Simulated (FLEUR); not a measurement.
# Ta (P6_3/mmc) in FLEUR: a series of runs, part 2 of 2

FLEUR MaX-R8.1 (later development tree). The steps go on from the part before.

## (5) Equation of state, SCAN, 18.82 Å³/atom

Contents of inp.xml:

```xml
<?xml version="1.0" encoding="UTF-8" standalone="no"?>
<fleurInput fleurInputVersion="0.39">
   <comment>
      Ta                                                                                                  
   </comment>
   <calculationSetup>
      <cutoffs Kmax="4.1" Gmax="12.7" GmaxXC="12.7" numbands="0"/>
      <scfLoop itmax="80" minDistance="0.0001" maxIterBroyd="30" imix="Anderson" alpha="0.05" precondParam="0.0" spinf="2.0" sdNocoIR="T"/>
      <coreElectrons ctail="F" frcor="F" kcrel="0" coretail_lmax="0"/>
      <xcFunctional name="LibXC" relativisticCorrections="F">
         <LibXCName exchange="mgga_x_scan" correlation="mgga_c_scan"/>
         <AuxGGA exchange="117" correlation="130"/>
      </xcFunctional>
      <magnetism jspins="1"/>
      <soc l_soc="F" theta="0.0" phi="0.0" spav="F"/>
      <expertModes spex="0" secvar="F"/>
      <geometryOptimization l_f="F" forcealpha="1.0" forcemix="BFGS" epsdisp="0.00001" epsforce="0.00001"/>
      <ldaU l_linMix="F" mixParam="0.05" spinf="1.0"/>
   </calculationSetup>
   <cell>
      <bzIntegration valenceElectrons="54.0" mode="hist" fermiSmearingEnergy="0.00183747">
         <kPointListSelection listName="default-1"/>
         <!-- k-points included here -->
         <xi:include xmlns:xi="http://www.w3.org/2001/XInclude" href="kpts.xml"> </xi:include>
      </bzIntegration>
      <!-- symmetry operations included here -->
      <xi:include xmlns:xi="http://www.w3.org/2001/XInclude" href="sym.xml"> </xi:include>
      <bulkLattice scale="1.0000000000">
         <bravaisMatrix>
            <row-1>    5.4809088766524683     0.0000000000000000     0.0000000000000000</row-1>
            <row-2>   -2.7404544383262341     4.7466063230114566     0.0000000000000000</row-2>
            <row-3>    0.0000000000000000     0.0000000000000000     9.7628429446417382</row-3>
         </bravaisMatrix>
      </bulkLattice>
   </cell>
   <atomSpecies>
      <species name="Tantalum (Ta)" element="Ta" atomicNumber="73">
         <mtSphere radius="2.46" gridPoints="839" logIncrement="0.016"/>
         <atomicCutoffs lmax="10" lnonsphr="10"/>
         <electronConfig flipSpins="F">
            <coreConfig>(1s1/2) (2s1/2) (2p1/2) (2p3/2) (3s1/2) (3p1/2) (3p3/2) (4s1/2) (3d3/2) (3d5/2) (4p1/2) (4p3/2) (4d3/2) (4d5/2)</coreConfig>
            <valenceConfig>(5s1/2) (5p1/2) (5p3/2) (6s1/2) (4f5/2) (4f7/2) (5d3/2) (5d5/2)</valenceConfig>
            <stateOccupation state="(5d3/2)" spinUp="0.600000" spinDown="0.600000"/>
            <stateOccupation state="(5d5/2)" spinUp="0.900000" spinDown="0.900000"/>
         </electronConfig>
         <energyParameters s="6" p="6" d="5" f="4"/>
         <lo type="SCLO" l="0" n="5" eDeriv="0"/>
         <lo type="SCLO" l="1" n="5" eDeriv="0"/>
         <lo type="SCLO" l="2" n="5" eDeriv="2"/>
         <lo type="SCLO" l="3" n="4" eDeriv="2"/>
      </species>
   </atomSpecies>
   <atomGroups>
      <atomGroup species="Tantalum (Ta)">
         <relPos label="                   1">1.000/3.000 -1.000/3.000 1.000/4.000</relPos>
         <relPos label="                   2">-1.000/3.000 1.000/3.000 -1.000/4.000</relPos>
         <force calculate="T" relaxXYZ="TTT"/>
      </atomGroup>
   </atomGroups>
   <output dos="F" band="F" slice="F">
      <checks vchk="F" cdinf="F"/>
      <bandDOS minEnergy="-.5*Htr" maxEnergy="0.5*Htr" sigma="0.015" storeEVData="T"/>
      <vacuumDOS vacdos="F" integ="F" star="F" nstars="0" locx1="0.0" locy1="0.0" locx2="0.0" locy2="0.0" nstm="0" tworkf="0.0"/>
      <unfoldingBand unfoldBand="F" supercellX="1" supercellY="1" supercellZ="1"/>
      <plotting iplot="0" polar="F">
         <plot TwoD="T" vec1="  1.0  0.0  0.0" vec2="  0.0  1.0  0.0" vec3="  0.0  0.0  1.0" zero="  0.0  0.0  0.0" file="plot"/>
      </plotting>
      <chargeDensitySlicing numkpt="0" minEigenval="0.0" maxEigenval="0.0" nnne="0" pallst="F"/>
      <specialOutput eonly="F"/>
      <moessbauerParams electricFieldGradient="T" isomerShift="T" coreHyperfine="T" valenceHyperfine="T"/>
      <magneticCircularDichroism mcd="F" energyLo="-10.0" energyUp="0.0"/>
   </output>
  <!-- We include the file relax.xml here to enable relaxations (see documentation) -->
  <xi:include xmlns:xi="http://www.w3.org/2001/XInclude" href="relax.xml"> <xi:fallback/> </xi:include>
</fleurInput>
```

On the command line:

```bash
inpgen -f crystal.txt -profile fastHighL
# inp.xml edited to the form shown
fleur_MPI
```

It took 54 s on 1 thread of Intel Xeon 6975P-C (Granite Rapids), shared host; peak memory 0.09 GiB.

Results (log left out):

- Free energy: -850389.9786 eV
- Band gap on the k mesh: none (metal or under the smearing width)
- Valence electrons inside the program's atomic spheres: Ta 24.69 (radii Ta 2.46 bohr)

Caveat: the meta-GGA is that of a development version, with a GGA for the radial functions and cores and without core tails.

## (6) Equation of state, SCAN, 19.57 Å³/atom (volume scaled by 1.04)

Edit inp.xml of step 5 so:

```diff
@@ -27,3 +27,3 @@
       <xi:include xmlns:xi="http://www.w3.org/2001/XInclude" href="sym.xml"> </xi:include>
-      <bulkLattice scale="1.0000000000">
+      <bulkLattice scale="1.0131594038">
          <bravaisMatrix>
```

Potentials or basis: all-electron, FLAPW.

On the command line:

```bash
inpgen -f crystal.txt -profile fastHighL
# inp.xml edited to the form shown
fleur_MPI
```

Run time: 58 s. Hardware: 1 thread of Intel Xeon 6975P-C (Granite Rapids), shared host; peak memory 0.09 GiB.

The run converged. Its results:

* Free energy: -850389.8720 eV
* Band gap on the k mesh: none (metal or under the smearing width)
* Valence electrons inside the program's atomic spheres: Ta 24.62 (radii Ta 2.46 bohr)

Caveat: the meta-GGA is that of a development version, with a GGA for the radial functions and cores and without core tails.

## (7) Equation of state, SCAN, 19.95 Å³/atom (volume scaled by 1.06)

Edit inp.xml of step 6 so:

```diff
@@ -27,3 +27,3 @@
       <xi:include xmlns:xi="http://www.w3.org/2001/XInclude" href="sym.xml"> </xi:include>
-      <bulkLattice scale="1.0131594038">
+      <bulkLattice scale="1.0196128224">
          <bravaisMatrix>
```

On the command line:

```bash
inpgen -f crystal.txt -profile fastHighL
# inp.xml edited to the form shown
fleur_MPI
```

Run time: 55 s. Hardware: 1 thread of Intel Xeon 6975P-C (Granite Rapids), shared host; peak memory 0.09 GiB.

The run converged. Its results:

- Free energy: -850389.7982 eV
- Band gap on the k mesh: none (metal or under the smearing width)
- Valence electrons inside the program's atomic spheres: Ta 24.59 (radii Ta 2.46 bohr)

Caveat: the meta-GGA is that of a development version, with a GGA for the radial functions and cores and without core tails.

## (8) Equation of state, SCAN

This step only gathers the single runs of the series.

What came out:

- Equilibrium volume: 18.02 Å³/atom
- Bulk modulus at fixed shape and positions: 203 GPa

Energy against volume, from the lowest point:
```csv
volume (Å³/atom),energy (meV/atom)
17.689,3.92
18.066,0.00
18.819,20.68
19.571,73.97
19.948,110.87
```

Caveat: the meta-GGA is that of a development version, with a GGA for the radial functions and cores and without core tails; the cell was scaled at fixed shape and fractional positions, which overstates the stiffness of a crystal with free parameters, most of all of layers and chains. Spin-orbit coupling is left out, which matters for the levels of Ta.
